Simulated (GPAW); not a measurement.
Runs of GPAW 26.7.0 on Sb. The structure is cubic, space group Im-3m (No. 229). Conventional cell: a = 3.743 Å, b = 3.743 Å, c = 3.743 Å, α = 90.00°, β = 90.00°, γ = 90.00°. Sb (site symmetry m-3m) is surrounded by 8 Sb at 3.24 Å. This isn't the form of Sb at room conditions, which is rhombohedral.

| task | level | potentials or basis | cell | k mesh | cutoff (eV) | maxiter | convergence | optimizer | fmax | max steps | gap on the mesh (eV) | pressure (GPa) | relaxed volume (Å³/atom) |
| --- | --- | --- | --- | --- | --- | --- | --- | --- | --- | --- | --- | --- | --- |
| single point | PBE | GPAW PAW data sets (gpaw-data 1.2.1), pw | as given | 8 × 8 × 8 | 450 | 120 | default | - | - | - | none | -0.1 | - |
| relaxation of cell and atoms | PBEsol+D3(BJ) | PAW data sets generated in the run's folder for this functional, pw | relaxed | 10 × 10 × 10 | 600 | 150 | density=1e-05 forces=0.0001 | BFGS | 0.02 eV/Å | 60 | none | 0.1 | (b) |
| relaxation of cell and atoms | PBEsol+D3(BJ)+ATM | PAW data sets generated in the run's folder for this functional, pw | relaxed | 10 × 10 × 10 | 600 | 150 | density=1e-05 forces=0.0001 | BFGS | 0.02 eV/Å | 60 | none | 0.1 | 24.90 |
| relaxation of cell and atoms | PBEsol | PAW data sets generated in the run's folder for this functional, pw | relaxed | 10 × 10 × 10 | 600 | 150 | density=1e-05 forces=0.0001 | BFGS | 0.02 eV/Å | 60 | none | 0.0 | (a) |
| relaxation of cell and atoms | PBEsol+D3 | PAW data sets generated in the run's folder for this functional, pw | relaxed | 10 × 10 × 10 | 600 | 150 | density=1e-05 forces=0.0001 | BFGS | 0.02 eV/Å | 60 | none | 0.0 | 25.52 |
| relaxation of cell and atoms | PBEsol+D4 | PAW data sets generated in the run's folder for this functional, pw | relaxed | 10 × 10 × 10 | 600 | 150 | density=1e-05 forces=0.0001 | BFGS | 0.02 eV/Å | 60 | none | 0.1 | 25.28 |

Alike in all rows: no spin polarisation; smearing fermi-dirac 0.05 eV.

Problem. Fill in the values left out.

Solution. (a) 26.07; (b) 24.75.

Caveats: later steps reuse the first step's grids (some runs); pairwise dispersion overbinds metals, which lowers pressure and volume (some runs); the cutoff is short for stress and forces, so pressures can be off by a GPa or more (some runs).

A k mesh can miss the band edges, and the runs leave out spin-orbit coupling on Sb.

A gap of «none» marks a metal or a gap under the smearing width.
